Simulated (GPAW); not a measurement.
Runs of GPAW 26.7.0 on As. The structure is cubic, space group Pm-3m (No. 221). The conventional cell has a = 2.704 Å, b = 2.704 Å, c = 2.704 Å, α = 90.00°, β = 90.00°, γ = 90.00°. As (site symmetry m-3m) has 6 As at 2.70 Å as nearest neighbours. This isn't the form of As at room conditions, which is rhombohedral.

| task | level | potentials or basis | cell | k mesh | cutoff (eV) | maxiter | optimizer | fmax | max steps | convergence | gap on the mesh (eV) | pressure (GPa) | relaxed volume (Å³/atom) |
| --- | --- | --- | --- | --- | --- | --- | --- | --- | --- | --- | --- | --- | --- |
| relaxation of cell and atoms | PBEsol | PAW data sets generated in the run's folder for this functional, pw | relaxed | 10 × 10 × 10 | 600 | 150 | BFGS | 0.02 eV/Å | 60 | density=1e-05 forces=0.0001 | none | 0.0 | (b) |
| relaxation of cell and atoms | PBEsol+D3(BJ) | PAW data sets generated in the run's folder for this functional, pw | relaxed | 10 × 10 × 10 | 600 | 150 | BFGS | 0.02 eV/Å | 60 | density=1e-05 forces=0.0001 | none | 0.0 | 18.73 |
| single point | r2SCAN | GPAW PAW data sets (gpaw-data 1.2.1), pw | as given | 8 × 8 × 8 | 450 | 120 | - | - | - | default | none | 1.3 | - |
| relaxation of cell and atoms | revPBE | the program's PAW data sets (release 1.2.1) made for this functional, pw | relaxed | 10 × 10 × 10 | 600 | 150 | BFGS | 0.02 eV/Å | 60 | density=1e-05 forces=0.0001 | none | 0.1 | 20.56 |
| relaxation of cell and atoms | r2SCAN | GPAW PAW data sets (gpaw-data 1.2.1), pw | relaxed | 10 × 10 × 10 | 600 | 150 | BFGS | 0.02 eV/Å | 60 | density=1e-05 forces=0.0001 | none | -0.2 | (c) |
| relaxation of cell and atoms | PBEsol+D4 | PAW data sets generated in the run's folder for this functional, pw | relaxed | 10 × 10 × 10 | 600 | 150 | BFGS | 0.02 eV/Å | 60 | density=1e-05 forces=0.0001 | none | 0.1 | 18.96 |
| relaxation of cell and atoms | LDA | the program's PAW data sets (release 1.2.1) made for this functional, pw | relaxed | 10 × 10 × 10 | 600 | 150 | BFGS | 0.02 eV/Å | 60 | density=1e-05 forces=0.0001 | none | 0.1 | 19.07 |
| relaxation of cell and atoms | BLYP | PAW data sets generated in the run's folder for this functional, pw | relaxed | 10 × 10 × 10 | 600 | 150 | BFGS | 0.02 eV/Å | 60 | density=1e-05 forces=0.0001 | none | 0.0 | (a) |
| relaxation of cell and atoms | RPBE | the program's PAW data sets (release 1.2.1) made for this functional, pw | relaxed | 10 × 10 × 10 | 600 | 150 | BFGS | 0.02 eV/Å | 60 | density=1e-05 forces=0.0001 | none | 0.1 | 20.67 |

Alike in all rows: no spin polarisation; smearing fermi-dirac 0.05 eV.

Fill in the values left out.

(a) 21.97; (b) 19.43; (c) 19.73.

Caveats: later steps reuse the first step's grids (some runs); pairwise dispersion overbinds metals, which lowers pressure and volume (some runs); the PAW data sets were made with another functional, which shifts forces and pressure a little (some runs); the cutoff is short for stress and forces, so pressures can be off by a GPa or more (some runs).

A k mesh can miss the band edges, and the runs leave out spin-orbit coupling on As.

A gap of «none» marks a metal or a gap under the smearing width.

Runs at the PBE level aren't shown here.
